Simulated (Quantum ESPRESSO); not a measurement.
**MgS (Niningerite) in Quantum ESPRESSO: the effect of functional**

Crystal: MgS (Niningerite).

```
CELL_PARAMETERS angstrom
0.00000 2.60165 2.60165
2.60165 0.00000 2.60165
2.60165 2.60165 0.00000
ATOMIC_POSITIONS crystal
S 0.50000 0.50000 0.50000
Mg 0.00000 0.00000 0.00000
```

Alike in all runs:

```yaml
Program: Quantum ESPRESSO 7.5
Task: band structure
Potentials_or_basis: SG15 PBE 1.2
Cutoff: 952 eV
Density_cutoff: 3810 eV
k_mesh: 7 × 7 × 7
Occupations: fermi-dirac, width 0.05 eV
Spin: no spin polarisation
```

One run gave: gap on the mesh 4.46 eV; pressure 5.2 GPa. Which functional did it use?
A. r2SCAN
B. SCAN
C. M06L

C.

```csv
functional,gap on the mesh (eV),pressure (GPa)
r2SCAN,3.74,0.3
SCAN,3.76,0.2
M06L,4.46,5.2
```

Caveats: the potentials were made for another functional, which shifts forces and pressure; the mesh misses the band edges, which the band path finds closer together; some levels on the path didn't converge (some runs).

Runs at the PBE level aren't shown here.
